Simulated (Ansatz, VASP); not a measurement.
## F in VASP and in Ansatz

File INCAR:

```
SYSTEM = F
PREC = Accurate
ENCUT = 520
EDIFF = 1E-7
ISMEAR = 0
SIGMA = 0.05
LREAL = .False.
LASPH = .True.
NELM = 80
ALGO = Normal
ISIF = 2
LWAVE = .False.
LCHARG = .False.
GGA = PS
NBANDS = 22
```

The input KPOINTS:

```
regular mesh
0
Gamma
  4 4 2
  0 0 0
```

File POSCAR:

```
F
1.0
    3.0754980528     -1.7675941366     -0.2372089417
    3.0754980528      1.7675941366     -0.2372089417
   -2.3125395970      0.0000000000      7.0787303456
F
4
Direct
    0.0848459664      0.0848459664      0.0940038325
    0.9151540336      0.9151540336      0.9059961675
    0.5015719855      0.5015719855      0.5937195244
    0.4984280145      0.4984280145      0.4062804756
```

Input for Ansatz:

```yaml
crystal:
  lattice:
    - [3.0754980528, -1.7675941366, -0.2372089417]
    - [3.0754980528, 1.7675941366, -0.2372089417]
    - [-2.312539597, 0.0, 7.0787303456]
  atoms:
    - { symbol: F, position: [0.0848459664, 0.0848459664, 0.0940038325] }
    - { symbol: F, position: [0.9151540336, 0.9151540336, 0.9059961675] }
    - { symbol: F, position: [0.5015719855, 0.5015719855, 0.5937195244] }
    - { symbol: F, position: [0.4984280145, 0.4984280145, 0.4062804756] }
basis:
  ecutwfc: 520.0
kpoints:
  mp_grid: { grid: [4, 4, 2] }
hamiltonian:
  xc: pbesol
scf:
  occupations: { method: gaussian, width: 0.05 }
output:
  forces: true
  stress: true
  eigenvalues: true
```

Change from the starting cell: volume 18.756 Å^3 an atom, stretch along a over the lengths across it, relative to the relaxed cell 1.0000.

Alike in both runs: task single point; functional PBEsol; k mesh 4 × 4 × 2; occupations gaussian, width 0.05 eV; no spin polarisation.

```csv
,VASP,Ansatz
version,VASP 6.6.1,Ansatz 0.2.0
potentials or method,"VASP PAW PBE potentials, release 64 (F)","scalar-relativistic, plane waves, PAW"
plane-wave cutoff (eV),520,520
valence electrons in the cell,28,28
```

|  | VASP | Ansatz | Ansatz less VASP |
| --- | --- | --- | --- |
| gap on the k mesh at the Fermi level (eV) | 3.13 | 3.21 | +0.082 |
| least direct gap on the mesh (eV) | 3.22 | 3.30 | +0.083 |
| pressure (GPa) | 1.3 | 0.9 | -0.41 |
| largest component of the traceless stress (GPa) | 2.85 | 1.37 | -1.471 |
| rms of the force components (eV/Å) | 0.514 | 0.250 | -0.2637 |

Atom by atom the forces differ by 0.264 eV/Å (rms over components). With one functional, cell and mesh, what is left measures potentials, basis and numerics.

Caveats: the k mesh is coarse (spacing up to 0.52 Å⁻¹), so the values aren't converged; the PAW data sets were made with another functional, which shifts forces and pressure a little (VASP). A k mesh can miss the band edges.
